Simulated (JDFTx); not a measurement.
# TiB2 (P6/mmm) in JDFTx: settings compared

Aim: see how the results for TiB2 move with the level of theory and the settings. Levels: PBE, LDA. Tasks: single point.

Program: JDFTx 1.7.0 (patched build). These are calculated values, not measurements. Logs are shortened: lines on timing, memory, paths and dates and some standing lists are left out, and cuts for length are marked. The log counts tension as positive stress, the text compression.

**1. The crystal as given**

It takes space group P6/mmm (No. 191, hexagonal). The conventional cell has a = 3.029 Å, b = 3.029 Å, c = 3.228 Å, α = 90.00°, β = 90.00°, γ = 120.00°. Ti (site symmetry 6/mmm) has 12 B at 2.38 Å as nearest neighbours. B (site symmetry -6m2) has 3 B at 1.75 Å as nearest neighbours.

**2. Single point, PBE**

The input, TiB2.in:

```
include TiB2.lattice
coords-type Lattice
include TiB2.ionpos

ion-species pseudo/Ti.upf
ion-species pseudo/B.upf
elec-cutoff 42 336
elec-ex-corr gga-PBE
kpoint-folding 10 10 8
elec-smearing Gauss 0.00020212127
elec-n-bands 15
electronic-SCF nIterations 100 energyDiffThreshold 1e-09
electronic-minimize nIterations 30 energyDiffThreshold 1e-7
converge-empty-states yes
forces-output-coords Cartesian

dump-name run.$VAR
dump End Ecomponents EigStats BandEigs Kpoints Forces Stress
```

The input, TiB2.lattice:

```
lattice \
    5.7243583767    -2.8621791884     0.0000000000 \
    0.0000000000     4.9574397745     0.0000000000 \
    0.0000000000     0.0000000000     6.1007918207
```

The input, TiB2.ionpos:

```
ion Ti     0.0000000000     0.0000000000     0.0000000000 1
ion B      0.6666666667     0.3333333333     0.5000000000 1
ion B      0.3333333333     0.6666666667     0.5000000000 1
```

Potentials or basis: PseudoDojo-SR-PBE-0.5-standard with smoothed tails.

The run is started by

```bash
$ jdftx -c 1 -i TiB2.in -o TiB2.out
```

Log:

```text
*************** JDFTx 1.7.0 (patched build) ***************

Input parsed successfully to the following command list (including defaults):
[... the input with its defaults ...]

---------- Setting up symmetries ----------

Found 24 point-group symmetries of the bravais lattice
Found 24 space-group symmetries with basis
Applied RMS atom displacement 2.69849e-10 bohrs to make symmetries exact.

---------- Initializing the Grid ----------
R =
[      5.72436     -2.86218            0  ]
[            0      4.95744            0  ]
[            0            0      6.10079  ]
unit cell volume = 173.129
G =
[    1.09762   0.633713         -0  ]
[          0    1.26743          0  ]
[          0         -0     1.0299  ]
Minimum fftbox size, Smin = [  48  48  52  ]
Chosen fftbox size, S = [  48  48  54  ]

---------- Initializing tighter grid for wavefunction operations ----------
R =
[      5.72436     -2.86218            0  ]
[            0      4.95744            0  ]
[            0            0      6.10079  ]
unit cell volume = 173.129
G =
[    1.09762   0.633713         -0  ]
[          0    1.26743          0  ]
[          0         -0     1.0299  ]
Minimum fftbox size, Smin = [  36  36  36  ]
Chosen fftbox size, S = [  36  36  36  ]

---------- Exchange Correlation functional ----------
Initalized PBE GGA exchange.
Initalized PBE GGA correlation.

---------- Setting up pseudopotentials ----------
Width of ionic core gaussian charges (only for fluid interactions / plotting) set to 0

Reading pseudopotential file 'pseudo/Ti.upf':
  'Ti' pseudopotential, 'PBE' functional
  Generated using ONCVPSP code by D. R. Hamann
  12 valence electrons, 4 orbitals, 6 projectors, 1001 radial grid points, with lMax = 2
    3S    l: 0   occupation:  2.0   eigenvalue: -2.301740
    3P    l: 1   occupation:  6.0   eigenvalue: -1.428110
    3D    l: 2   occupation:  2.0   eigenvalue: -0.156511
    4S    l: 0   occupation:  2.0   eigenvalue: -0.164159
  Core radius for overlap checks: 1.61 bohrs.

Reading pseudopotential file 'pseudo/B.upf':
  'B' pseudopotential, 'PBE' functional
  Generated using ONCVPSP code by D. R. Hamann
  3 valence electrons, 2 orbitals, 4 projectors, 1001 radial grid points, with lMax = 1
    2S    l: 0   occupation:  2.0   eigenvalue: -0.347027
    2P    l: 1   occupation:  1.0   eigenvalue: -0.132548
  Core radius for overlap checks: 1.18 bohrs.

Initialized 2 species with 3 total atoms.

Folded 1 k-points by 10x10x8 to 800 k-points.

---------- Setting up k-points, bands, fillings ----------
Reduced to 70 k-points under symmetry.
Computing the number of bands and number of electrons
Calculating initial fillings.
nElectrons:  18.000000   nBands: 15   nStates: 70

----- Setting up reduced wavefunction bases (one per k-point) -----
average nbasis = 2251.131 , ideal nbasis = 2250.808

---------- Setting up ewald sum ----------
Optimum gaussian width for ewald sums = 1.851456 bohr.
Real space sum over 1089 unit cells with max indices [  5  5  4  ]
Reciprocal space sum over 2197 terms with max indices [  6  6  6  ]

---------- Allocating electronic variables ----------
Initializing wave functions:  linear combination of atomic orbitals
Ti pseudo-atom occupations:   s ( 2 2 )  p ( 6 )  d ( 2 )
B pseudo-atom occupations:   s ( 2 )  p ( 1 )
	FillingsUpdate:  mu: +0.463686844  nElectrons: 18.000000
LCAOMinimize: Iter:   0  F: -63.9699802146072258  |grad|_K:  4.648e-03  alpha:  1.000e+00
	FillingsUpdate:  mu: +0.515341009  nElectrons: 18.000000
LCAOMinimize: Iter:   1  F: -64.0392546521351136  |grad|_K:  2.716e-03  alpha:  1.538e-01  linmin: -2.390e-01  cgtest:  9.330e-01
LCAOMinimize: Encountered beta<0, resetting CG.
[... 13 lines of inner loops ...]
LCAOMinimize: Iter:   6  F: -64.0699367088475640  |grad|_K:  3.080e-06  alpha:  4.187e-01  linmin: -1.356e-03  cgtest:  7.810e-03
	FillingsUpdate:  mu: +0.576444342  nElectrons: 18.000000
LCAOMinimize: Iter:   7  F: -64.0699367752240505  |grad|_K:  3.804e-07  alpha:  5.504e-01  linmin:  1.285e-03  cgtest:  1.272e-02
LCAOMinimize: Converged (|Delta F|<1.000000e-06 for 2 iters).

-------- Electronic minimization -----------
Will mix electronic density at each iteration.
	FillingsUpdate:  mu: +0.576444342  nElectrons: 18.000000
	FillingsUpdate:  mu: +0.564832773  nElectrons: 18.000000
SCF: Cycle:  0   F: -64.120234798598148   dF: -5.030e-02   |Residual|: 4.932e-02   |deigs|: 2.163e-02
	FillingsUpdate:  mu: +0.556950261  nElectrons: 18.000000
SCF: Cycle:  1   F: -64.122375292740983   dF: -2.140e-03   |Residual|: 2.172e-02   |deigs|: 1.087e-02
	FillingsUpdate:  mu: +0.557093708  nElectrons: 18.000000
SCF: Cycle:  2   F: -64.122630106475711   dF: -2.548e-04   |Residual|: 1.092e-02   |deigs|: 1.460e-03
	FillingsUpdate:  mu: +0.555474424  nElectrons: 18.000000
SCF: Cycle:  3   F: -64.122670983462385   dF: -4.088e-05   |Residual|: 2.966e-03   |deigs|: 2.432e-03
	FillingsUpdate:  mu: +0.556058089  nElectrons: 18.000000
SCF: Cycle:  4   F: -64.122673111878186   dF: -2.128e-06   |Residual|: 1.804e-03   |deigs|: 9.201e-04
	FillingsUpdate:  mu: +0.555767168  nElectrons: 18.000000
SCF: Cycle:  5   F: -64.122676905873021   dF: -3.794e-06   |Residual|: 2.154e-04   |deigs|: 4.518e-04
	FillingsUpdate:  mu: +0.555764427  nElectrons: 18.000000
SCF: Cycle:  6   F: -64.122677050275954   dF: -1.444e-07   |Residual|: 1.193e-04   |deigs|: 1.021e-04
	FillingsUpdate:  mu: +0.555743969  nElectrons: 18.000000
SCF: Cycle:  7   F: -64.122677132980044   dF: -8.270e-08   |Residual|: 5.151e-05   |deigs|: 1.212e-04
	FillingsUpdate:  mu: +0.555748912  nElectrons: 18.000000
SCF: Cycle:  8   F: -64.122677162226154   dF: -2.925e-08   |Residual|: 2.432e-05   |deigs|: 8.236e-05
	FillingsUpdate:  mu: +0.555749155  nElectrons: 18.000000
SCF: Cycle:  9   F: -64.122677168353079   dF: -6.127e-09   |Residual|: 2.154e-05   |deigs|: 6.524e-05
	FillingsUpdate:  mu: +0.555748794  nElectrons: 18.000000
SCF: Cycle: 10   F: -64.122677170339458   dF: -1.986e-09   |Residual|: 3.552e-05   |deigs|: 8.224e-05
	FillingsUpdate:  mu: +0.555750016  nElectrons: 18.000000
SCF: Cycle: 11   F: -64.122677171129979   dF: -7.905e-10   |Residual|: 4.962e-06   |deigs|: 7.931e-05
	FillingsUpdate:  mu: +0.555749775  nElectrons: 18.000000
SCF: Cycle: 12   F: -64.122677171278909   dF: -1.489e-10   |Residual|: 3.931e-06   |deigs|: 4.769e-05
SCF: Converged (|Delta E|<1.000000e-09 for 2 iters).

Setting wave functions to eigenvectors of Hamiltonian
Converging empty states (this may take a while):
EmptyStates: None of the convergence criteria satisfied.
|deigs|: 6.099e-04

# Stress tensor in Cartesian coordinates [Eh/a0^3]:
[ -3.72596e-06            0            0  ]
[            0 -3.72596e-06            0  ]
[            0            0 -1.11119e-05  ]

# Ionic positions in lattice coordinates:
ion Ti   0.000000000000000   0.000000000000000   0.000000000000000 1
ion B   0.666666666666667   0.333333333333333   0.500000000000000 1
ion B   0.333333333333333   0.666666666666667   0.500000000000000 1

# Forces in Cartesian coordinates:
force Ti  -0.000000000000000  -0.000000000000000   0.000000000000000 1
force B   0.000000000000000   0.000000000000000  -0.000000000000000 1
force B   0.000000000000000  -0.000000000000000  -0.000000000000000 1

# Energy components:
   Eewald =      -51.3087759302430939
       EH =       12.1064279153003493
     Eloc =      -43.1872870421355728
      Enl =        0.6731726265732357
      Exc =      -11.2926091450464163
 Exc_core =        1.2318085679680981
       KE =       27.6545918709108705
-------------------------------------
     Etot =      -64.1226711366725226
       TS =        0.0000060346063914
-------------------------------------
        F =      -64.1226771712789088

IonicMinimize: Iter:   0  F: -64.122677171278909  |grad|_K:  3.891e-36
IonicMinimize: Converged (|grad|_K<1.000000e-04).

#--- Lowdin population analysis ---
# oxidation-state Ti +0.872
# oxidation-state B -0.418 -0.418

Dumping 'run.eigStats' ...
	eMin: -1.534867 at state 0 ( [ +0.000000 +0.000000 +0.000000 ] spin 0 )
	HOMO: +0.555713 at state 55 ( [ +0.200000 +0.300000 +0.000000 ] spin 0 )
	mu  : +0.555749
	LUMO: +0.556008 at state 8 ( [ +0.000000 +0.100000 +0.375000 ] spin 0 )
	eMax: +0.931507 at state 66 ( [ +0.300000 +0.300000 +0.125000 ] spin 0 )
	HOMO-LUMO gap: +0.000295
	Optical gap  : +0.004804 at state 32 ( [ +0.100000 +0.100000 +0.250000 ] spin 0 )
WARNING: the last solve of the electrons (or of bands or displaced states from it) ended unconverged.
Done!
```

Wall time 94 s (1 thread of Arm Neoverse V2, shared host); peak memory 0.16 GiB.

What came out:

```yaml
Free_energy: -1744.8669 eV
Pressure: 0.2 GPa
Band_gap_on_the_k_mesh: none (metal or under the smearing width)
Loewdin_charges: Ti +0.87; B -0.42 e
```

Caveat: the empty levels aren't tightly converged.

**3. Single point, LDA**

The input, TiB2.in:

```
lattice \
    5.7243583767    -2.8621791884     0.0000000000 \
    0.0000000000     4.9574397745     0.0000000000 \
    0.0000000000     0.0000000000     6.1007918207
coords-type Cartesian
ion Ti     0.0000000000     0.0000000000     0.0000000000 1
ion B      2.8621791886     1.6524799247     3.0503959104 1
ion B     -0.0000000003     3.3049598498     3.0503959104 1

ion-species pseudo/Ti.upf
ion-species pseudo/B.upf
elec-cutoff 42 336
elec-ex-corr lda-PW
kpoint-folding 10 10 8
elec-smearing Gauss 0.0018374661
elec-n-bands 15
electronic-SCF nIterations 100 energyDiffThreshold 1e-09
electronic-minimize nIterations 30 energyDiffThreshold 1e-7
converge-empty-states yes
forces-output-coords Cartesian

dump-name run.$VAR
dump End Ecomponents EigStats BandEigs Kpoints Forces Stress
```

Potentials or basis: PseudoDojo-SR-LDA-0.4.1-standard with smoothed tails.

The run is started by

```bash
$ jdftx -c 1 -i TiB2.in -o TiB2.out
```

It took 98 s on 1 thread of Arm Neoverse V2, shared host; peak memory 0.16 GiB.

The run converged. Its results:

```yaml
Free_energy: -1747.8833 eV
Pressure: -11.1 GPa
Band_gap_on_the_k_mesh: none (metal or under the smearing width)
Loewdin_charges: Ti +0.85; B -0.41 e
```

Stress tensor (GPa, compression positive):
```
-10.81   0.00   0.00
  0.00 -10.81   0.00
  0.00   0.00 -11.67
```

Levels at points of the mesh, in eV from the Fermi level:
```
           k point  band 6  band 7  band 8  band 9  band 10  band 11  band 12  band 13
(0.00, 0.00, 0.00)   -2.53   -2.53   -2.21   -2.05     1.95     1.95     3.70     3.70
(0.00, 0.00, 0.50)   -7.48   -0.48   -0.48   -0.11    -0.11     0.49     0.49     1.68
(0.00, 0.50, 0.00)   -8.98   -3.17   -3.15   -2.19     1.40     2.80     3.28     3.45
(0.00, 0.50, 0.50)   -7.36   -4.56   -3.74   -3.00     2.53     2.98     4.57     4.65
```

Caveat: the empty levels aren't tightly converged.

**4. Single point, PBE**

Edit TiB2.in of step 3 so:

```diff
@@ -12,5 +12,5 @@
 elec-cutoff 42 336
-elec-ex-corr lda-PW
+elec-ex-corr gga-PBE
 kpoint-folding 10 10 8
-elec-smearing Gauss 0.0018374661
+elec-smearing Fermi 0.0018374661
 elec-n-bands 15
@@ -22,2 +22,2 @@
 dump-name run.$VAR
-dump End Ecomponents EigStats BandEigs Kpoints Forces Stress
+dump End Ecomponents EigStats BandEigs Kpoints Forces Stress ElecDensity
```

Potentials or basis: PseudoDojo-SR-PBE-0.5-standard with smoothed tails.

The run is started by

```bash
$ jdftx -c 1 -i TiB2.in -o TiB2.out
```

Run time: 97 s. Hardware: 1 thread of Arm Neoverse V2, shared host; peak memory 0.16 GiB.

The run converged. Its results:

```
Free energy            : -1744.8711 eV
Pressure               : 0.2 GPa
Band gap on the k mesh : none (metal or under the smearing width)
Loewdin charges        : Ti +0.87; B -0.42 e
```

Stress tensor (GPa, compression positive):
```
0.26 0.00 0.00
0.00 0.26 0.00
0.00 0.00 0.07
```

Levels at points of the mesh, in eV from the Fermi level:
| k point | band 7 | band 8 | band 9 | band 10 | band 11 | band 12 |
| --- | --- | --- | --- | --- | --- | --- |
| (0.00, 0.00, 0.00) | -2.56 | -2.29 | -2.06 | 1.96 | 1.96 | 3.71 |
| (0.00, 0.00, 0.50) | -0.51 | -0.51 | -0.11 | -0.11 | 0.50 | 0.50 |
| (0.00, 0.50, 0.00) | -3.23 | -3.18 | -2.21 | 1.41 | 2.81 | 3.28 |
| (0.00, 0.50, 0.50) | -4.60 | -3.77 | -3.10 | 2.55 | 2.98 | 4.53 |

Caveat: the empty levels aren't tightly converged.

(Continued in part 2 of 2.)
